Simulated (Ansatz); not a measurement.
Wanted: the native input for an Ansatz 0.2.0 run.

```yaml
Task: band structure
Functional: revPBE
Potentials_or_basis: Ansatz PAW
Cutoff: "420 eV (not typed: the program's choice for these potentials)"
k_mesh: 8 × 8 × 8
Occupations: fermi-dirac, width 0.05 eV
Spin: no spin polarisation
Path: "[[\"G\", \"X\", \"W\", \"K\", \"G\", \"L\", \"U\", \"W\", \"L\", \"K\"], [\"U\", \"X\"]]"
Points_for_each_segment_of_the_path: 14
```

Crystal: BeTe.

```
CELL_PARAMETERS angstrom
0.00000 2.77000 2.77000
2.77000 0.00000 2.77000
2.77000 2.77000 0.00000
ATOMIC_POSITIONS crystal
Te 0.75000 0.75000 0.75000
Be 0.00000 0.00000 0.00000
```

One way to write it, as run:

input.yaml

```yaml
crystal:
  lattice:
    - [0.0, 2.77, 2.77]
    - [2.77, 0.0, 2.77]
    - [2.77, 2.77, 0.0]
  atoms:
    - { symbol: Te, position: [0.75, 0.75, 0.75] }
    - { symbol: Be, position: [0.0, 0.0, 0.0] }
hamiltonian:
  xc: revpbe
  pseudopotentials: { kind: paw }
kpoints:
  mp_grid: { grid: [8, 8, 8] }
  band_path:
    path:
      - [[0.0, 0.0, 0.0], [0.5, 0.0, 0.5], [0.5, 0.25, 0.75], [0.375, 0.375, 0.75], [0.0, 0.0, 0.0], [0.5, 0.5, 0.5], [0.625, 0.25, 0.625], [0.5, 0.25, 0.75], [0.5, 0.5, 0.5], [0.375, 0.375, 0.75]]
      - [[0.625, 0.25, 0.625], [0.5, 0.0, 0.5]]
    npoints: 14
scf:
  occupations: { method: fermi_dirac, width: 0.05 }
  n_extra_bands: 6
output:
  forces: true
  stress: true
  eigenvalues: true
  fatbands: false
  write_density: true
  write_potential: true
  elf: true
  volumetric_format: npy
```

Potentials or basis: Ansatz PAW.

The run is started by

```sh
$ ansatz run input.yaml --threads 2 --pin off --max-ram 5632MiB --backend cpu --events-out ev --progress --plain --runs-dir out
```

Results of the run:

The pressure is 5.6 GPa, the band gap on the k mesh is 1.93 eV, indirect (least direct gap 3.61 eV) and the band gap along the path is 1.93 eV, indirect (least direct gap 3.61 eV).

Caveat: spin-orbit coupling is left out, which moves the levels of the heavy elements; the PAW data sets come from PBE, with cores solved anew for the run's functional, which leaves a small shift of forces and pressure.

Run time: 5.5 s on 2 threads of Intel(R) Xeon(R) Processor @ 2.50GHz (Skylake/Cascade Lake), with other jobs on the host, peak memory 0.36 GiB.
